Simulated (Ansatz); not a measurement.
Theory: DFT PBE, scalar-relativistic, plane waves, PAW in Ansatz. Settings: cutoff 420 eV, Γ-centred meshes spaced at most about 0.3 Å⁻¹, and about 0.25 Å⁻¹ or finer for metals (2π included), Gaussian smearing. No spin polarisation.

All energies are static (0 K, no zero-point motion).

Compare these two cells of TePt₂, each relaxed at this level.

A.

```
Te Pt
1.0
     3.98384    0.00000    0.00000
     0.00000    4.02020    0.00000
     0.00000    0.00000    9.24055
Te Pt
2 4
Direct
  0.25000 0.00000 0.69920
  0.75000 0.00000 0.30079
  0.75000 0.00000 0.89232
  0.25000 0.50000 0.87845
  0.25000 0.00000 0.10768
  0.75000 0.50000 0.12155
```

B.

```
Te Pt
1.0
    -2.72060    2.72060    4.02467
     2.72060   -2.72060    4.02467
     2.72060    2.72060   -4.02467
Te Pt
2 4
Direct
  0.25000 0.25000 0.00000
  0.75000 0.75000 0.00000
  0.67788 0.17788 0.85575
  0.17788 0.32212 0.50000
  0.32212 0.82212 0.14425
  0.82212 0.67788 0.50000
```

Question: Which is lower in energy, and by how much?

Answer: A is lower, by 131 meV/atom. A has space group Pmma (No. 51), 24.7 Å³/atom and no gap on its mesh; B has space group I4/mcm (No. 140), 19.9 Å³/atom and no gap. Counting Te atoms around Pt (those within 1.25 times the shortest such distance or 1.15 times the sum of covalent radii), A has Pt 2 and B has Pt 4. In A, Te has 4 Pt at 2.60–2.67 Å; Pt on its first site has 2 Te at 2.67 Å and 8 Pt at 2.82–2.92 Å; Pt on its second site has 2 Te at 2.60 Å and 8 Pt at 2.83–3.00 Å. In B, around Te lie 8 Pt at 2.84 Å; Pt has 5 Pt at 2.74–2.83 Å and 4 Te at 2.84 Å. Both come from invented guesses.

Weakly bound directions are ill-defined at this level, which has no dispersion term (Pmma), and this can change margins and order among such cells. Spin–orbit coupling, which can matter for Pt and Te, is left out. Cells relaxed within their symmetry can be saddle points.

The less dense cell is the more stable of the two, by 131 meV/atom, so packing efficiency does not decide the order. The coordinates of A describe slabs two Pt layers thick, resembling a slice of fcc platinum cut parallel to a cube face, with Te capping the hollows on both sides. Its larger volume comes mainly from the open space between facing Te layers, not from looser bonding within the slabs.

In B, Te sits between flat Pt nets and has twice as many Pt neighbours, but at 2.84 Å instead of 2.60–2.67 Å. The preference for A probably reflects fewer but stronger Pt d–Te p bonds, together with a Pt framework that keeps more of the metal's own cohesion. Te can terminate such a slab because its lone pair can point into the gap. The absence of a band gap in both cells fits their extended Pt–Pt contacts. The comparison does not show that TePt₂ would form at all, since neither cell is set against platinum and a Te-richer telluride.
